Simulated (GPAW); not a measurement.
# linear V chain, spacing 2.959 A: from the magnetic state to anisotropy

One collinear state of linear V chain, spacing 2.959 A is converged, and its anisotropy computed from it.

Calculated with GPAW 26.7.0; LDA; plane waves with GPAW's PAW setups, scalar-relativistic.

**1. The structure**

The cell holds 1 atom: 1 V. Its edges and angles: a = 12.000 Å, b = 12.000 Å, c = 2.959 Å, α = 90.0°, β = 90.0°, γ = 90.0°. model lattice. Vacuum lies along a and b. The structure's axis is c.

As a file:

```
V
1.0
    12.00000    0.00000    0.00000
     0.00000   12.00000    0.00000
     0.00000    0.00000    2.95900
V
1
Direct
  0.50000 0.50000 0.00000
```

**2. Self-consistent state**

All later steps read the density of this run.

Input file order1.py:

```python
import json
import numpy as np
from ase import Atoms
from ase.parallel import paropen, parprint
from gpaw import GPAW

atoms = Atoms(['V'],
    cell=[[12.0, 0.0, 0.0],
         [0.0, 12.0, 0.0],
         [0.0, 0.0, 2.959]],
    scaled_positions=[[0.5, 0.5, 0.0]],
    pbc=True,
    magmoms=[1.5])
atoms.calc = GPAW(mode={'name': 'pw', 'ecut': 550},
    xc='LDA',
    kpts={'size': (1, 1, 10), 'gamma': True},
    occupations={'name': 'fermi-dirac', 'width': 0.05},
    convergence={'density': 1e-05, 'energy': 1e-05},
    maxiter=200,
    symmetry={'tolerance': 1e-4},
    txt='order1.txt')
e = atoms.get_potential_energy(force_consistent=True)
res = {'free_energy': e, 'energy_sigma0': atoms.get_potential_energy(), 'fermi_energy': atoms.calc.get_fermi_level()}
res['moments'] = atoms.get_magnetic_moments().tolist()
res['total'] = atoms.get_magnetic_moment()
parprint('site moments (muB):', np.round(res['moments'], 3))
parprint(f"total moment: {res['total']:.3f} muB")
parprint(f'free energy: {e:.6f} eV')
atoms.calc.write('order1.gpw')
with paropen('results.json', 'w') as f:
    json.dump(res, f)
```

Started as:

```bash
$ OMP_NUM_THREADS=1 python3 order1.py > order1.log
```

Log:

```text
site moments (muB): [2.963]
total moment: 4.000 muB
free energy: -4.456185 eV

--- order1.txt ---
Input parameters:
  mode=PW(ecut=550),
  convergence={'density': 1e-05, 'energy': 1e-05},
  kpts=MonkhorstPack(size=(1, 1, 10), gamma=True),
  maxiter=200,
  occupations=Occupations(name='fermi-dirac', width=0.05),
  symmetry=Symmetry(tolerance=0.0001),
  xc=XC(name='LDA')

Diagonalizing LCAO Hamiltonian
Converting LCAO to pw mode
        .----------------------------.
       /|                            |
      / |                            |
     /  |                            |
    /   .----------------------------.
   /   /                            /
  /   /                            /
 *   /                            /
 |  /              V             /
 | /                            /
 |/                            /
 *----------------------------*

Atoms  # Å, Bohr magnetons
|   | symbol |        x |        y |        z |    initial magnetic moments |
|---|--------|----------|----------|----------|-----------------------------|
| 0 |      V | 6.000000 | 6.000000 | 0.000000 | ( 0.0000,  0.0000,  1.5000) |

Unit cell  # Å
| periodic |         x |         y |        z |   lengths |    angles |
|----------|-----------|-----------|----------|-----------|-----------|
|      yes | 12.000000 |  0.000000 | 0.000000 | 12.000000 | 90.000000 |
|      yes |  0.000000 | 12.000000 | 0.000000 | 12.000000 | 90.000000 |
|      yes |  0.000000 |  0.000000 | 2.959000 |  2.959000 | 90.000000 |

Number of symmetries: 16

BZ-sampling:
  Number of BZ points: 10
  Number of IBZ points: 6

  Monkhorst-Pack size: [1, 1, 10]
  Monkhorst-Pack shift: [0.0, 0.0, 0.05]

Plane wave coefficients: 12531
Cutoff: 550.0 eV

Spin-components: 2 (collinear spins)
Bands:           13
Projectors:      6
Spin-degeneracy: 1
Datatype:        complex128

Parallelization:
  kpt:    1
  domain: 1
  band:   1

Density:
  Valence electrons: 13.0
  Components: 2
  Grid points: [70 70 18]
  Charge: 0.0  # |e|

Potential:
  Grid points: [70 70 18]

[... setups left out ...]
Reference energy: -25767.601835  # eV

eigensolver:
  PPCG
  Converge bands: occupied
  niter=2

density mixing:
  MSR1-Mixer
  Pratt-step length: 0.05
  Maximum mixing coefficient: 0.75
  Old densities: 10
  SVD Regularization: 0.005
  Good broyden scale: 1.0
  Trust region scale: 1.0
  Backstep threshold: 4.0
  History deletion threshold: 6.0
  Fourier metric: weight=20.0, sigma=0.015

occupation numbers:
  Fermi-Dirac:
    width: 0.0500  # eV

poisson solver:
  ecut: 4400.0  # eV

xc functional:
  name: None

convergence criteria:
- Maximum integral of absolute [dens]ity change: 1e-05 electrons / valence electron
- Maximum [total energy] change in last 3 cyles: 1e-05 eV / valence electron
- Maximum integral of absolute [eigenst]ate change: 4e-08 eV^2 / valence electron
maximum number of iterations: 200

SCF iterations
|iter     |      energy | eigst |  dens |  magmom |
|---------|-------------|-------|-------|---------|
|iter:   1|       0s |   -4.128500 | +0.22 |       |  +1.5048|
|iter:   2|       3s |   -4.005758 | -0.77 | -0.55 |  +1.6197|
|iter:   3|       5s |   -4.321813 | -1.14 | -0.59 |  +2.9618|
|iter:   4|       7s |   -4.436905 | -1.82 | -0.97 |  +3.8707|
|iter:   5|      10s |   -4.435864 | -2.47 | -1.73 |  +4.0163|
|iter:   6|      12s |   -4.436099 | -3.46 | -2.20 |  +3.9771|
|iter:   7|      14s |   -4.436129 | -4.18 | -2.57 |  +3.9910|
|iter:   8|      17s |   -4.436126c| -4.57 | -2.93 |  +4.0009|
|iter:   9|      19s |   -4.436130c| -5.14 | -3.70 |  +4.0003|
|iter:  10|      21s |   -4.436133c| -5.58 | -4.19 |  +4.0000|
|iter:  11|      24s |   -4.436133c| -6.06 | -5.04c|  +4.0001|
|iter:  12|      26s |   -4.436133c| -6.48 | -5.33c|  +4.0001|
|iter:  13|      28s |   -4.436133c| -6.95 | -5.89c|  +4.0001|
|iter:  14|      30s |   -4.436133c| -7.36 | -6.24c|  +4.0001|
|iter:  15|      32s |   -4.436133c| -7.61c| -6.74c|  +4.0001|

Converged in 15 steps
Energy contributions relative to reference atoms: (reference = -25767.601835)

Energy contributions:
  Kinetic:          -3.454785
  Coulomb:           5.799411
  Zero:              0.047260
  External:          0.000000
  Xc:               -6.807967
  Entropy:          -0.040104
  Spinorbit:         0.000000
  ----------------------------
  Free energy:      -4.456185
  Extrapolated:     -4.436133

dipole moment: (0.000000, 0.000000, -6.956824)  # |e|*Ang

Total magnetic moment: (0.000000, 0.000000, 4.000064)

Local magnetic moments
|        x |        y |        z |
|----------|----------|----------|
| 0.000000 | 0.000000 | 2.963276 |  # V    0

Fermi level: -3.483
Eigenvalues  # (at kpt = [0.000, 0.000, 0.000])
| band index |      eig [eV] | occ [0-1] |      eig [eV] | occ [0-1] |
|------------|---------------|-----------|---------------|-----------|
|          0 |       -67.597 |     1.000 |       -64.713 |     1.000 |
|          1 |       -41.815 |     1.000 |       -39.075 |     1.000 |
|          2 |       -41.800 |     1.000 |       -38.900 |     1.000 |
|          3 |       -41.800 |     1.000 |       -38.900 |     1.000 |
|          4 |        -6.344 |     1.000 |        -4.783 |     1.000 |
|          5 |        -4.318 |     1.000 |        -2.158 |     0.000 |
|          6 |        -3.827 |     0.999 |        -1.354 |     0.000 |
|          7 |        -3.827 |     0.999 |        -1.350 |     0.000 |
|          8 |        -2.921 |     0.000 |        -1.302 |     0.000 |
|          9 |        -2.921 |     0.000 |        -1.302 |     0.000 |
|         10 |        -2.156 |     0.000 |        -0.276 |     0.000 |
|         11 |        -2.156 |     0.000 |        -0.276 |     0.000 |
|         12 |         0.099 |     0.000 |         0.267 |     0.000 |

No gap
No difference between direct/indirect transitions
```

It took 37 s on 1 MPI rank of Intel Xeon Platinum 8488C (Sapphire Rapids), shared host; peak memory 0.36 GiB.

Read from the output:

| Property | Result |
| --- | --- |
| magnetization | 4.000 μB |
| final state | ferromagnetic |
| largest moment | 2.963 μB |

After 15 cycles the largest moment stands at 2.96 μB.

**3. Non-self-consistent run**

The steps that follow sum over empty states, which the ground-state run does not converge; 13 states a spin are converged here at the frozen density and written with their wave functions.

It starts from the saved density of the lowest of the states tried.

Input file nscf.py:

```python
from gpaw import GPAW

calc = GPAW('order1.gpw').fixed_density(
    kpts={'size': (1, 1, 10), 'gamma': True},
    nbands=17,
    convergence={'bands': 13, 'eigenstates': 1e-9},
    eigensolver='ppcg',
    parallel={'domain': 1},
    txt='nscf.txt')
calc.write('nscf.gpw', mode='all')
```

Started as:

```bash
$ OMP_NUM_THREADS=1 python3 nscf.py > nscf.log
```

Log:

```text
Input parameters:
  mode=PW(ecut=550),
  convergence={'bands': 13, 'eigenstates': 1e-09},
  eigensolver=PPCG(niter=2, min_niter=1, max_buffer_mem=209715200, blocksize=None, rr_modulo=5, include_cg=True, promote_inner_dtype=False, tolerances=None),
  gpts=array([70, 70, 18]),
  kpts=MonkhorstPack(size=(1, 1, 10), gamma=True),
  maxiter=200,
  nbands=17,
  occupations=Occupations(name='fermi-dirac', width=0.05),
  parallel={'domain': 1},
  symmetry=Symmetry(tolerance=0.0001),
  xc=XC(name='LDA')
```

Wall time 49 s (1 MPI rank); peak memory 0.4 GiB.

**4. Easy axis by the force theorem**

Spin–orbit coupling is added in the basis of the saved states for each direction of the moments. The change in the band energy is the anisotropy energy, with no new self-consistent run.

Input file anisotropy.py:

```python
import json
import numpy as np
from ase.parallel import paropen, parprint
from gpaw import GPAW
from gpaw.spinorbit import soc_eigenstates

calc = GPAW('nscf.gpw')
angles = [[0.0, 0.0], [90.0, 0.0], [90.0, 90.0], [15.0, 0.0], [30.0, 0.0], [45.0, 0.0], [60.0, 0.0], [75.0, 0.0]]  # theta, phi in degrees
res = {'rows': []}
for scale in [1.0]:
    e0 = None
    for theta, phi in angles:
        soc = soc_eigenstates(calc, n2=13, scale=scale, theta=theta, phi=phi)
        e = soc.calculate_band_energy()
        e0 = e if e0 is None else e0
        orbital = soc.get_orbital_magnetic_moments()
        res['rows'].append([scale, theta, phi, 1000 * (e - e0), orbital.tolist()])
        parprint(f'scale {scale} theta {theta:6.1f} phi {phi:6.1f}  dE = {1000 * (e - e0):9.4f} meV  |L| =', np.round(np.linalg.norm(orbital, axis=1), 4))
with paropen('results.json', 'w') as f:
    json.dump(res, f)
```

Started as:

```bash
$ OMP_NUM_THREADS=1 python3 anisotropy.py > anisotropy.log
```

Log:

```text
scale 1.0 theta    0.0 phi    0.0  dE =    0.0000 meV  |L| = [0.2005]
scale 1.0 theta   90.0 phi    0.0  dE =    1.4397 meV  |L| = [0.0682]
scale 1.0 theta   90.0 phi   90.0  dE =    1.4397 meV  |L| = [0.0682]
scale 1.0 theta   15.0 phi    0.0  dE =    0.0948 meV  |L| = [0.1946]
scale 1.0 theta   30.0 phi    0.0  dE =    0.3550 meV  |L| = [0.1775]
scale 1.0 theta   45.0 phi    0.0  dE =    0.7133 meV  |L| = [0.1506]
scale 1.0 theta   60.0 phi    0.0  dE =    1.0748 meV  |L| = [0.1172]
scale 1.0 theta   75.0 phi    0.0  dE =    1.3416 meV  |L| = [0.0842]
```

The job ended after 2.6 s (1 MPI rank; peak memory 0.22 GiB).

Directions, in the order of the table: z (the chain axis); x; y; 0.17 of the way from z (the chain axis) to x; 0.33 of the way from z (the chain axis) to x; 0.50 of the way from z (the chain axis) to x; 0.67 of the way from z (the chain axis) to x; 0.83 of the way from z (the chain axis) to x.

Theta from the Cartesian z axis, phi from x; spin up lies along the direction. Anisotropy, by row:

| spin-orbit scale | theta (degrees) | phi (degrees) | band energy less the first direction's (meV a cell) | orbital moment of atom 1 along the direction (μB) | sum of orbital moments along the direction (μB a cell) |
| --- | --- | --- | --- | --- | --- |
| 1 | 0 | 0 | 0 | -0.2005 | -0.2005 |
| 1 | 90 | 0 | 1.44 | -0.06819 | -0.06819 |
| 1 | 90 | 90 | 1.44 | -0.06819 | -0.06819 |
| 1 | 15 | 0 | 0.09482 | -0.1918 | -0.1918 |
| 1 | 30 | 0 | 0.355 | -0.1679 | -0.1679 |
| 1 | 45 | 0 | 0.7133 | -0.135 | -0.135 |
| 1 | 60 | 0 | 1.075 | -0.1018 | -0.1018 |
| 1 | 75 | 0 | 1.342 | -0.07722 | -0.07722 |

**5. What came out**

| Property | Result |
| --- | --- |
| state | ferromagnetic |
| largest site moment | 2.96 μB |
| spread of the directions' energies | 1.44 meV a cell |
| easiest direction tried | z (the chain axis) |

**Reading.** About the ferromagnetic state the directions differ by 1.44 meV a cell, with z (the chain axis) easiest. The anisotropy comes from the force theorem at a frozen potential; it needs a check on a finer mesh, and shape anisotropy is not in it.

[Logs and program files are shortened in this print: banners, set-up blocks, solver, clock and traceback lines can be left out without a mark of their own.]

[Logs are printed without paths, hosts, clocks, repeated set-up lines and the standing remarks that a program may print on its own settings, such as how far it seeks lower states.]

[Hosts, paths, dates, database ids (printed as entryN), source tags and the programs' standing remarks are cut or masked in the printed files.]

[Where a cell is said to come from a database of computed structures, the database is the Materials Project.]
